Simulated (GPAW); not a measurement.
The system is HfB2.

```
CELL_PARAMETERS angstrom
3.14000 0.00000 0.00000
-1.57000 2.71932 0.00000
0.00000 0.00000 3.48000
ATOMIC_POSITIONS crystal
Hf 0.00000 0.00000 0.00000
B 0.66667 0.33333 0.50000
B 0.33333 0.66667 0.50000
```

Program: GPAW 26.7.0. Alike in all runs: task single point; potentials or basis the program's PAW data sets (release 1.2.1) made for this functional, pw; no spin polarisation; cell as given; smearing fermi-dirac 0.05 eV.

Problem. Order these runs on this cell by their pressure, lowest first.
A. level LDA+U; U Hf d U = 6 eV; k mesh 10 × 10 × 8; cutoff (eV) 800; maxiter 150
B. level LDA; k mesh 8 × 8 × 6; cutoff (eV) 600; maxiter 120; convergence default
C. level LDA+U; U Hf d U = 2 eV; k mesh 10 × 10 × 8; cutoff (eV) 800; maxiter 150
D. level LDA+U; U Hf d U = 8 eV; k mesh 10 × 10 × 8; cutoff (eV) 800; maxiter 150
E. level LDA+U; U Hf d U = 3 eV; k mesh 10 × 10 × 8; cutoff (eV) 800; maxiter 150

Solution. B (-9.6 GPa), C (-4.3 GPa), E (-1.3 GPa), A (8.5 GPa), D (15.9 GPa).

Caveats: U without spin polarisation on a metal has little footing (some runs); the U is typed as a test and isn't derived for this compound (some runs); the cutoff is short for stress and forces, so pressures can be off by a GPa or more (some runs).
